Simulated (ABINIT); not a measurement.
# AlAu (Pm-3m) in ABINIT: equation of state

Aim: energy against volume of AlAu in PBEsol, for its equilibrium volume and stiffness.

All numbers are computed with ABINIT 10.8.3 (patched build); they aren't measurements. Logs are shortened: lines on timing, memory, paths and dates and some standing lists are left out, and cuts for length are marked. The log counts tension as positive stress, the text compression.

### 1 The crystal as given

The structure is cubic, space group Pm-3m (No. 221). The conventional cell has a = 3.224 Å, b = 3.224 Å, c = 3.224 Å, α = 90.00°, β = 90.00°, γ = 90.00°. Around Au (site symmetry m-3m) lie 8 Al at 2.79 Å. Al (site symmetry m-3m) has 8 Au at 2.79 Å as nearest neighbours.

The cell comes from a database or a generator and needn't be the stable form of this composition.

### 2 Equation of state, PBEsol

run.abi reads:

```
# Datasets: one volume each
ndtset 7
getwfk -1
scalecart1 3*0.9795861087
scalecart2 3*0.9864848297
scalecart3 3*0.9932883884
scalecart4 3*1.0000000000
scalecart5 3*1.0066227096
scalecart6 3*1.0131594038
scalecart7 3*1.0196128224

# Pseudopotentials
pp_dirpath "./"
pseudos "Au.upf, Al.upf"

# Structure
acell 3*1.0 Angstrom
rprim
     3.2239420000     0.0000000000     0.0000000000
     0.0000000000     3.2239420000     0.0000000000
     0.0000000000     0.0000000000     3.2239420000
ntypat 2
znucl 79 13
natom 2
typat 1 2
xred
     0.5000000000     0.5000000000     0.5000000000
     0.0000000000     0.0000000000     0.0000000000

# Plane-wave basis
ecut 38.0

# k points
kptopt 1
ngkpt 8 8 8
nshiftk 1
shiftk 0.0 0.0 0.0

# Exchange and correlation
ixc -116133

# Bands and occupations
nband 15
occopt 3
tsmear 0.00183747

# SCF cycle
nstep 100
tolvrs 1.0e-10

# Output
iomode 3
prtwf 1
prtden 0
prteig 0
prtebands 0
```

Potentials or basis: PseudoDojo NC SR PBEsol v0.4.1 standard.

Launch:

```bash
$ abinit run.abi > log 2>&1
```

run.abo:

```text
.Version 10.8.3 of ABINIT
 DATASET    1 : space group Pm -3 m (#221); Bravais cP (primitive cubic)
================================================================================
 Values of the parameters that define the memory need for DATASET  1.
     intxc =       0    ionmov =       0      iscf =       7    lmnmax =       7
     lnmax =       7     mgfft =      36  mpssoang =       4    mqgrid =    3001
     natom =       2  nloc_mem =       1    nspden =       1   nspinor =       1
    nsppol =       1      nsym =      48    n1xccc =    2501    ntypat =       2
    occopt =       3   xclevel =       2
       mpw =        2409          nfft =       46656          nkpt =          35
================================================================================
================================================================================
[... 61 lines left out ...]
 DATASET    7 : space group Pm -3 m (#221); Bravais cP (primitive cubic)
================================================================================
 Values of the parameters that define the memory need for DATASET  7.
     intxc =       0    ionmov =       0      iscf =       7    lmnmax =       7
     lnmax =       7     mgfft =      36  mpssoang =       4    mqgrid =    3001
     natom =       2  nloc_mem =       1    nspden =       1   nspinor =       1
    nsppol =       1      nsym =      48    n1xccc =    2501    ntypat =       2
    occopt =       3   xclevel =       2
       mpw =        2700          nfft =       46656          nkpt =          35
================================================================================
================================================================================

--------------------------------------------------------------------------------
------------- Echo of variables that govern the present computation ------------
--------------------------------------------------------------------------------
 -outvars: echo values of preprocessed input variables --------
            acell      1.8897261259E+00  1.8897261259E+00  1.8897261259E+00 Bohr
              amu      1.96966540E+02  2.69815390E+01
             ecut      3.80000000E+01 Hartree
           getwfk          -1
              ixc     -116133
           jdtset        1    2    3    4    5    6    7
         kptrlatt        8    0    0      0    8    0      0    0    8
          kptrlen1     4.77439880E+01
          kptrlen2     4.80802243E+01
          kptrlen3     4.84118226E+01
          kptrlen4     4.87389394E+01
          kptrlen5     4.90617232E+01
          kptrlen6     4.93803148E+01
          kptrlen7     4.96948476E+01
            natom           2
            nband          15
           ndtset           7
            ngfft          36      36      36
             nkpt          35
            nstep         100
             nsym          48
           ntypat           2
           occopt           3
           prtden           0
        prtebands           0
           prteig           0
            rprim1     3.1581287985E+00  0.0000000000E+00  0.0000000000E+00
                       0.0000000000E+00  3.1581287985E+00  0.0000000000E+00
                       0.0000000000E+00  0.0000000000E+00  3.1581287985E+00
            rprim2     3.1803698748E+00  0.0000000000E+00  0.0000000000E+00
                       0.0000000000E+00  3.1803698748E+00  0.0000000000E+00
                       0.0000000000E+00  0.0000000000E+00  3.1803698748E+00
            rprim3     3.2023041535E+00  0.0000000000E+00  0.0000000000E+00
                       0.0000000000E+00  3.2023041535E+00  0.0000000000E+00
                       0.0000000000E+00  0.0000000000E+00  3.2023041535E+00
            rprim4     3.2239420000E+00  0.0000000000E+00  0.0000000000E+00
                       0.0000000000E+00  3.2239420000E+00  0.0000000000E+00
                       0.0000000000E+00  0.0000000000E+00  3.2239420000E+00
            rprim5     3.2452932316E+00  0.0000000000E+00  0.0000000000E+00
                       0.0000000000E+00  3.2452932316E+00  0.0000000000E+00
                       0.0000000000E+00  0.0000000000E+00  3.2452932316E+00
            rprim6     3.2663671546E+00  0.0000000000E+00  0.0000000000E+00
                       0.0000000000E+00  3.2663671546E+00  0.0000000000E+00
                       0.0000000000E+00  0.0000000000E+00  3.2663671546E+00
            rprim7     3.2871726019E+00  0.0000000000E+00  0.0000000000E+00
                       0.0000000000E+00  3.2871726019E+00  0.0000000000E+00
                       0.0000000000E+00  0.0000000000E+00  3.2871726019E+00
          spgroup         221
           tolvrs      1.00000000E-10
           tsmear      1.83747000E-03 Hartree
            typat      1  2
           xangst1     1.5790643992E+00  1.5790643992E+00  1.5790643992E+00
                       0.0000000000E+00  0.0000000000E+00  0.0000000000E+00
           xangst2     1.5901849374E+00  1.5901849374E+00  1.5901849374E+00
                       0.0000000000E+00  0.0000000000E+00  0.0000000000E+00
           xangst3     1.6011520767E+00  1.6011520767E+00  1.6011520767E+00
                       0.0000000000E+00  0.0000000000E+00  0.0000000000E+00
           xangst4     1.6119710000E+00  1.6119710000E+00  1.6119710000E+00
                       0.0000000000E+00  0.0000000000E+00  0.0000000000E+00
           xangst5     1.6226466158E+00  1.6226466158E+00  1.6226466158E+00
                       0.0000000000E+00  0.0000000000E+00  0.0000000000E+00
           xangst6     1.6331835773E+00  1.6331835773E+00  1.6331835773E+00
                       0.0000000000E+00  0.0000000000E+00  0.0000000000E+00
           xangst7     1.6435863009E+00  1.6435863009E+00  1.6435863009E+00
                       0.0000000000E+00  0.0000000000E+00  0.0000000000E+00
            xcart1     2.9839992497E+00  2.9839992497E+00  2.9839992497E+00
                       0.0000000000E+00  0.0000000000E+00  0.0000000000E+00
            xcart2     3.0050140213E+00  3.0050140213E+00  3.0050140213E+00
                       0.0000000000E+00  0.0000000000E+00  0.0000000000E+00
            xcart3     3.0257389110E+00  3.0257389110E+00  3.0257389110E+00
                       0.0000000000E+00  0.0000000000E+00  0.0000000000E+00
            xcart4     3.0461837129E+00  3.0461837129E+00  3.0461837129E+00
                       0.0000000000E+00  0.0000000000E+00  0.0000000000E+00
            xcart5     3.0663577030E+00  3.0663577030E+00  3.0663577030E+00
                       0.0000000000E+00  0.0000000000E+00  0.0000000000E+00
            xcart6     3.0862696744E+00  3.0862696744E+00  3.0862696744E+00
                       0.0000000000E+00  0.0000000000E+00  0.0000000000E+00
            xcart7     3.1059279731E+00  3.1059279731E+00  3.1059279731E+00
                       0.0000000000E+00  0.0000000000E+00  0.0000000000E+00
             xred      5.0000000000E-01  5.0000000000E-01  5.0000000000E-01
                       0.0000000000E+00  0.0000000000E+00  0.0000000000E+00
            znucl       79.00000   13.00000

================================================================================

 chkinp: Checking input parameters for consistency, jdtset=   1.

 chkinp: Checking input parameters for consistency, jdtset=   2.

 chkinp: Checking input parameters for consistency, jdtset=   3.

 chkinp: Checking input parameters for consistency, jdtset=   4.
[... 18 lines left out ...]
 Real(R)+Recip(G) space primitive vectors, cartesian coordinates (Bohr,Bohr^-1):
 R(1)=  5.9679985  0.0000000  0.0000000  G(1)=  0.1675604  0.0000000  0.0000000
 R(2)=  0.0000000  5.9679985  0.0000000  G(2)=  0.0000000  0.1675604  0.0000000
 R(3)=  0.0000000  0.0000000  5.9679985  G(3)=  0.0000000  0.0000000  0.1675604
 Unit cell volume ucvol=  2.1256224E+02 bohr^3
 Angles (23,13,12)=  9.00000000E+01  9.00000000E+01  9.00000000E+01 degrees

 getcut: wavevector=  0.0000  0.0000  0.0000  ngfft=  36  36  36
         ecut(hartree)=     38.000   => boxcut(ratio)=   2.17379

--- Pseudopotential description ------------------------------------------------
- pspini: atom type   1  psp file is ./Au.upf
12 -116133 3 -1 1340                          pspcod,pspxc,lmax,lloc,mmax
     nproj     2     2     2     1

- pspini: atom type   2  psp file is ./Al.upf
12 -116133 2 -1 1876                          pspcod,pspxc,lmax,lloc,mmax
     nproj     2     2     2     0

   7.23896361E+02                                ecore*ucvol(ha*bohr**3)
--------------------------------------------------------------------------------

================================================================================

--- !BeginCycle
iteration_state: {dtset: 1, }
solver: {iscf: 7, nstep: 100, nline: 4, wfoptalg: 0, }
tolerances: {tolvrs: 1.00E-10, }
...

     iter   Etot(hartree)      deltaE(h)  residm     vres2
 ETOT  1  -149.54713704207    -1.495E+02 1.533E-01 3.864E+02
 ETOT  2  -149.66545611415    -1.183E-01 1.381E-02 4.773E+02
 ETOT  3  -149.76215210358    -9.670E-02 4.702E-03 4.352E+00
 ETOT  4  -149.76279544634    -6.433E-04 4.281E-03 4.836E-01
 ETOT  5  -149.76287110833    -7.566E-05 2.118E-03 9.410E-03
 ETOT  6  -149.76287247355    -1.365E-06 7.269E-04 1.039E-05
 ETOT  7  -149.76287247516    -1.607E-09 2.723E-04 4.129E-07
 ETOT  8  -149.76287247522    -5.750E-11 1.921E-04 4.747E-09
 ETOT  9  -149.76287247522    -2.444E-12 1.030E-04 3.626E-12
[... 984 lines left out ...]
 Cartesian components of stress tensor (hartree/bohr^3)
  sigma(1 1)=  3.40798818E-04  sigma(3 2)=  0.00000000E+00
  sigma(2 2)=  3.40798818E-04  sigma(3 1)=  0.00000000E+00
  sigma(3 3)=  3.40798818E-04  sigma(2 1)=  0.00000000E+00

-Cartesian components of stress tensor (GPa)         [Pressure= -1.0027E+01 GPa]
- sigma(1 1)=  1.00266474E+01  sigma(3 2)=  0.00000000E+00
- sigma(2 2)=  1.00266474E+01  sigma(3 1)=  0.00000000E+00
- sigma(3 3)=  1.00266474E+01  sigma(2 1)=  0.00000000E+00

== END DATASET(S) ==============================================================
================================================================================

 -outvars: echo values of variables after computation  --------
            acell      1.8897261259E+00  1.8897261259E+00  1.8897261259E+00 Bohr
           etotal1    -1.4976287248E+02
           etotal2    -1.4976296175E+02
           etotal3    -1.4976264878E+02
           etotal4    -1.4976198200E+02
           etotal5    -1.4976101019E+02
           etotal6    -1.4975978449E+02
           etotal7    -1.4975834405E+02
            fcart1    -0.0000000000E+00 -0.0000000000E+00 -0.0000000000E+00
                      -0.0000000000E+00 -0.0000000000E+00 -0.0000000000E+00
            fcart2    -0.0000000000E+00 -0.0000000000E+00 -0.0000000000E+00
                      -0.0000000000E+00 -0.0000000000E+00 -0.0000000000E+00
            fcart3    -0.0000000000E+00 -0.0000000000E+00 -0.0000000000E+00
                      -0.0000000000E+00 -0.0000000000E+00 -0.0000000000E+00
            fcart4    -0.0000000000E+00 -0.0000000000E+00 -0.0000000000E+00
                      -0.0000000000E+00 -0.0000000000E+00 -0.0000000000E+00
            fcart5    -0.0000000000E+00 -0.0000000000E+00 -0.0000000000E+00
                      -0.0000000000E+00 -0.0000000000E+00 -0.0000000000E+00
            fcart6    -0.0000000000E+00 -0.0000000000E+00 -0.0000000000E+00
                      -0.0000000000E+00 -0.0000000000E+00 -0.0000000000E+00
            fcart7    -0.0000000000E+00 -0.0000000000E+00 -0.0000000000E+00
                      -0.0000000000E+00 -0.0000000000E+00 -0.0000000000E+00
            rprim1     3.1581287985E+00  0.0000000000E+00  0.0000000000E+00
[... 30 lines left out ...]
           strten6     2.9632457343E-04  2.9632457343E-04  2.9632457343E-04
                       0.0000000000E+00  0.0000000000E+00  0.0000000000E+00
           strten7     3.4079881753E-04  3.4079881753E-04  3.4079881753E-04
                       0.0000000000E+00  0.0000000000E+00  0.0000000000E+00
           xangst1     1.5790643992E+00  1.5790643992E+00  1.5790643992E+00
                       0.0000000000E+00  0.0000000000E+00  0.0000000000E+00
           xangst2     1.5901849374E+00  1.5901849374E+00  1.5901849374E+00
                       0.0000000000E+00  0.0000000000E+00  0.0000000000E+00
           xangst3     1.6011520767E+00  1.6011520767E+00  1.6011520767E+00
                       0.0000000000E+00  0.0000000000E+00  0.0000000000E+00
           xangst4     1.6119710000E+00  1.6119710000E+00  1.6119710000E+00
                       0.0000000000E+00  0.0000000000E+00  0.0000000000E+00
           xangst5     1.6226466158E+00  1.6226466158E+00  1.6226466158E+00
                       0.0000000000E+00  0.0000000000E+00  0.0000000000E+00
           xangst6     1.6331835773E+00  1.6331835773E+00  1.6331835773E+00
                       0.0000000000E+00  0.0000000000E+00  0.0000000000E+00
           xangst7     1.6435863009E+00  1.6435863009E+00  1.6435863009E+00
                       0.0000000000E+00  0.0000000000E+00  0.0000000000E+00
             xred      5.0000000000E-01  5.0000000000E-01  5.0000000000E-01
                       0.0000000000E+00  0.0000000000E+00  0.0000000000E+00
 Calculation completed.
```

Run time: 5.8 min. Hardware: 1 thread of Arm Neoverse N1, shared host; peak memory 0.12 GiB.

Results:

```
Equilibrium volume                      : 15.99 Å³/atom
Bulk modulus                            : 133 GPa
Pressure derivative of the bulk modulus : 6.2 (rough: it moves with the points fitted)
```

Energy against volume, from the lowest point:
| volume (Å³/atom) | energy (meV/atom) |
| --- | --- |
| 15.749 | 1.21 |
| 16.084 | 0.00 |
| 16.419 | 4.26 |
| 16.755 | 13.33 |
| 17.090 | 26.55 |
| 17.425 | 43.23 |
| 17.760 | 62.83 |

Caveat: pressures at fixed basis lie under the slope of the energies.
